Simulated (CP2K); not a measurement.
Runs of CP2K 2026.2 on KCl. The structure is cubic, space group Pm-3m (No. 221). The conventional cell has a = 3.839 Å, b = 3.839 Å, c = 3.839 Å, α = 90.00°, β = 90.00°, γ = 90.00°. K (site symmetry m-3m) has 8 Cl at 3.32 Å as nearest neighbours. Cl (site symmetry m-3m) is surrounded by 8 K at 3.32 Å. Measurements of this composition are mostly on another form, of space group No. 225.

```tsv
task	level	points a segment of the path (NPOINTS)	bands added on the path	cutoff of the non-local correlation (Ry)	gap on the mesh (eV)	pressure (GPa)
single point	PBE	-	-	-	4.79	0.0
band structure	LDA	6	2	-	4.33	(a)
single point	rev-vdW-DF2	-	-	300	4.65	-1.3
single point	optB88-vdW	-	-	300	(b)	-1.5
band structure	r2SCAN	6	2	-	5.50	-1.0
```

Alike in all rows: potentials or basis POTENTIAL_UZH K GTH-PBE-q9, Cl GTH-PBE-q7; TZVP-MOLOPT-PBE-GTH basis; no spin polarisation; cell as given; k mesh 7 × 7 × 7; smearing fermi-dirac 0.05 eV.

Task: Estimate the missing entries.

Result: (a) -3.0; (b) 4.74.

Caveats: the basis of atomic orbitals isn't converged, which shifts pressures, moduli and gaps; the potentials were made for another functional, which shifts forces and pressure (some runs); an odd mesh through Γ misses points on the zone boundary, where band edges often lie (some runs).
